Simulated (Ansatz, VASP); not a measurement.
**Two plane-wave programs on CdSe**

```
CELL_PARAMETERS angstrom
0.00000 2.78300 2.78300
2.78300 0.00000 2.78300
2.78300 2.78300 0.00000
ATOMIC_POSITIONS crystal
Cd 0.00000 0.00000 0.00000
Se 0.50000 0.50000 0.50000
```

Alike in both runs: functional LDA; k mesh 6 × 6 × 6; occupations fermi-dirac, width 0.05 eV; no spin polarisation.

Ansatz relaxed the structure, and its values are those at the end. VASP's run is a single point on that final structure, the one shown.

```csv
,VASP,Ansatz
version,VASP 6.6.1,Ansatz 0.2.0
potentials or method,"VASP PAW LDA potentials, release 64 (Cd, Se)","plane waves, PAW"
plane-wave cutoff (eV),520,420
valence electrons in the cell,18,36
```

Ansatz gave:

| Quantity | Value |
| --- | --- |
| pressure (GPa) | 0.0 |

Question: What did VASP give for the same quantities?

Answer: Pressure (GPa): 0.7.

The two sets of potentials don't hold the same shells in valence.
